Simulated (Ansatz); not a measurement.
NaI built on the zincblende prototype, relaxed with r2SCAN in Ansatz 0.2.0: space group F-43m (No. 216), cubic; a = 7.086 Å in the conventional setting, 44.48 Å³ an atom. Around Na lie 4 I at 3.07 Å; around I lie 4 Na at 3.07 Å. The cell was then strained (x, y and z are the cube axes), with the atoms relaxed again; stress is positive in compression. Values at 0 K without nuclear motion; spin polarisation is off, and the phase may be a hypothetical one.

- Uniaxial +1.5 % along x, other directions held: r2SCAN's stress changes by -0.19 GPa along the strain and -0.16 GPa across it.
- Isotropic -1.05 % on every length: the pressure changes by +0.40 GPa, and the HSE06 gap (Γ) goes from 4.812 to 4.870 eV.
- Epitaxial strain of -0.47 % in the (001) plane: the free normal strain is +0.89 % and the in-plane stress changes by +0.01 GPa.

Problem. Estimate C₁₁, C₁₂ and the bulk modulus from the uniaxial step.

Solution. With compression positive, C₁₁ ≈ −Δσ∥/ε = (+0.19)/(+0.0150) = 13 GPa and C₁₂ ≈ (+0.16)/(+0.0150) = 11 GPa; B = (C₁₁ + 2C₁₂)/3 = 11 GPa. A one-sided step carries third-order terms: it reads low by some per cent.

Problem. What bulk modulus does the isotropic step give?

Solution. Δ ln V = 3 ln(0.9895) = -0.0317, so B ≈ −ΔP/Δ ln V = 13 GPa, against 11 GPa from C₁₁ and C₁₂; one-sided steps of finite size carry third-order terms.

Problem. Give the volume deformation potential of that gap and its pressure coefficient.

Solution. a_V = ΔE_g/Δ ln V = (+0.058)/(-0.0317) = -1.83 eV; dE_g/dP = −a_V/B = +145 meV/GPa, with HSE06's gap and r2SCAN's modulus.

Problem. What do the film's normal strain and stress say about the elastic constants?

Solution. ε⊥/ε∥ = (+0.0089)/(-0.0047) = -1.89, which linear elasticity sets to −2C₁₂/C₁₁ = -1.68 from the uniaxial step. The biaxial modulus is M = −Δσ/ε∥ = 2 GPa (C₁₁ + C₁₂ − 2C₁₂²/C₁₁ = 5 GPa).

Problem. How much elastic energy does the film store, with 44.48 Å³ an atom?

Solution. u = M ε∥² = −Δσ ε∥ = -0.01 × (-0.0047) = 0.0000 GPa, and 1 GPa Å³ is 6.2415 meV: 0.01 meV an atom. The total energies of the two runs differ by 0.03 meV an atom.

Spin-orbit coupling is left out, which matters wherever the heavy atoms make up the band edges.

The meshes of the hybrids are coarse, so their gaps aren't converged to the digits shown.
